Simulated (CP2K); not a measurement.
Crystal: TiO2.

```
Ti O
1.0
     2.96826    0.00000    0.00000
     0.00021    4.70761    0.00000
     1.48357    0.24235    7.08346
Ti O
3 6
Direct
  0.00337 0.00039 0.00070
  0.34464 0.48026 0.31696
  0.66171 0.52047 0.68450
  0.44004 0.18544 0.12854
  0.77793 0.29773 0.45188
  0.10124 0.30895 0.80624
  0.90650 0.69184 0.19517
  0.22941 0.70301 0.54951
  0.56803 0.81530 0.87283
```

The cell comes from a database or a generator and needn't be the stable form of this composition.

Base run:

- Program: CP2K 2026.2
- Functional: PBE
- Potentials or basis: GTH_POTENTIALS Ti GTH-PBE-q12, O GTH-PBE-q6; DZVP-MOLOPT-SR-GTH basis
- Density cutoff: 8163 eV
- k mesh: 7 × 5 × 3
- Occupations: fermi-dirac, width 0.05 eV
- Spin: no spin polarisation

Its results: band gap on the k mesh 2.21 eV, indirect (least direct gap 2.23 eV).

Q: The run is repeated on the same cell with these changes: hubbard terms from none to Ti d U = 2.0 eV. What comes out?

A: Band gap on the k mesh 2.50 eV, indirect (least direct gap 2.51 eV).

The U term pushes filled and empty states of the shell apart.

Caveats: an odd mesh through Γ misses points on the zone boundary, where band edges often lie; the basis of atomic orbitals isn't converged, which shifts pressures, moduli and gaps; this program's U acts on Mulliken populations of all basis functions of the shell, so it isn't the U of plane-wave codes (some runs); energies scatter by some meV and the pressure isn't listed (some runs).
